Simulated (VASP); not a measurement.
Crystal: TaN.

```
Ta N
1.0
     2.92177    0.00000    0.00000
    -1.46088    2.53033    0.00000
     0.00000    0.00000    5.91652
Ta N
2 2
Direct
  0.00000 0.00000 0.50000
  0.00000 0.00000 0.00000
  0.33333 0.66667 0.25000
  0.66667 0.33333 0.75000
```

The cell comes from a database or a generator and needn't be the stable form of this composition.

```yaml
Program: VASP 6.6.1
Task: relaxation of cell and atoms
Functional: PBEsol
Potentials_or_basis: VASP PAW PBE potentials, release 64 (Ta_pv, N)
Cutoff: 600 eV
k_mesh: 10 × 10 × 5
Occupations: fermi-dirac, width 0.05 eV
Spin: no spin polarisation
```

At the start: pressure -9.8 GPa; volume 10.94 Å³/atom.

Problem. Where does the relaxation end?

Solution. Over 9 steps the energy falls by 9.9 meV/atom and the volume is 10.62 Å³/atom (-2.9 %); space group P6_3/mmc (No. 194, to 0.05 Å).

The path:
| step | energy change (eV) | largest force (eV/Å) | pressure (GPa) | volume (Å³) |
| --- | --- | --- | --- | --- |
| 1 | 0.0000 | 0.0000 | -9.76 | 43.74 |
| 2 | 0.1992 | 0.0000 | 28.58 | 39.66 |
| 3 | -0.0393 | 0.0000 | -0.27 | 42.52 |
| 4 | -0.0393 | 0.0000 | -0.08 | 42.49 |
| 5 | -0.0393 | 0.0000 | 0.13 | 42.47 |
| 6 | -0.0394 | 0.0000 | 0.20 | 42.45 |
| 7 | -0.0395 | 0.0000 | 0.18 | 42.46 |
| 8 | -0.0394 | 0.0000 | -0.30 | 42.51 |
| 9 | -0.0395 | 0.0000 | -0.03 | 42.48 |

Final structure:
```xyz
4
Lattice="2.8926 0.0000 0.0000 -1.4463 2.5051 0.0000 0.0000 0.0000 5.8618" Properties=species:S:1:pos:R:3 pbc="T T T"
Ta    0.0000    0.0000    2.9309
Ta    0.0000    0.0000    0.0000
N     0.0000    1.6700    1.4655
N     1.4463    0.8350    4.3964
```

Caveat: the PAW data sets were made with another functional, which shifts forces and pressure a little.
